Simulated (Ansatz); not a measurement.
## MoS2: a vibration from a frozen displacement

Level of theory: Ansatz, DFT PBEsol, scalar-relativistic, plane waves, PAW. The runs took a 420 eV cutoff, a Γ-centred 18×18×8 mesh and Gaussian smearing (0.15 eV). No spin polarisation. Energies are free energies at this smearing, counted from the undisturbed cell; pressure is positive in compression.

Reference structure (relaxed at this level; this form isn't the usual structure):

```
Mo S
1.0
     3.14118    0.00000    0.00000
    -1.57059    2.72035    0.00000
     0.00000    0.00000    6.12471
Mo S
1 2
Direct
  0.00000 0.00000 0.50000
  0.33333 0.66667 0.24106
  0.66667 0.33333 0.75894
```

The cell holds layers and no dispersion correction was added, so their binding is poorly described.

Every S atom is moved by x along the Cartesian unit vector (0.000, 0.000, 1.000); the cell and all other atoms stay fixed. The cell's volume is 52.34 Å³; the moved atoms weigh 64.120 u together and the others 95.950 u. Some rows repeat others by symmetry and weren't run.

```
  x (Å)  ΔE (meV/cell) total force on the moved atoms along the move (eV/Å) pressure (GPa)
-0.2000         438.87                                                4.2879          3.1977
-0.1750         337.82                                                3.7930          2.4610
-0.1500         249.36                                                3.2816          1.8205
-0.1250         173.86                                                2.7563          1.2773
-0.1000         111.64                                                2.2195          0.8322
-0.0750          62.96                                                1.6733          0.4856
-0.0500          28.04                                                1.1198          0.2379
-0.0250           7.02                                                0.5612          0.0891
 0.0000           0.00                                                0.0000          0.0395
 0.0250           7.02                                               -0.5612          0.0891
 0.0500          28.04                                               -1.1198          0.2379
 0.0750          62.96                                               -1.6733          0.4856
 0.1000         111.64                                               -2.2195          0.8322
 0.1250         173.86                                               -2.7563          1.2773
 0.1500         249.36                                               -3.2816          1.8205
 0.1750         337.82                                               -3.7930          2.4610
 0.2000         438.87                                               -4.2879          3.1977
```

Task: What frequency belongs to this motion?

Result: The force constant is k = −dF/dx = 22.448 eV/Å², from the parabola through x = -0.0250, 0 and 0.0250. In every cell the moved atoms swing against the rest, so the mass is μ = m₁m₂/(m₁ + m₂) = 38.435 u, and ν̃ = 521.5 cm⁻¹ × √(|k|/μ) = 399 cm⁻¹. To first order in x, and within 1 %, the force on every atom lies along the move and, within each of the two groups, in proportion to the atom's mass, so this is itself a mode at the zone centre of this cell.

Task: How far does the harmonic law reach?

Result: At x = -0.200 Å, kx²/2 = 448.96 meV against the computed 438.87 meV (-2.2 %): the well is still close to harmonic there.

Task: The pressure changes with x². What does that say about the frequency under compression?

Result: With E = k(V)x²/2, k ∝ V^(−2γ) and x scaling with the cell as V^(1/3), P − P0 = −∂E/∂V = (2γ − 2/3) ΔE/V. At x = 0.0500 Å, V(P − P0) = 52.34 × 0.19833 / 160.2 eV = 64.79 meV and ΔE = 28.04 meV, so γ = 1/3 + V(P − P0)/(2ΔE) = 1.49. This is the Grüneisen parameter of the motion under uniform scaling of the cell: shrinking the cell evenly by 1 % in volume raises the frequency by about 1.49 %.

In a metal these slopes depend on the k mesh and the smearing.

Cost: 9 runs of about 3 core-minutes in all, on Arm Neoverse V1 (shared hosts).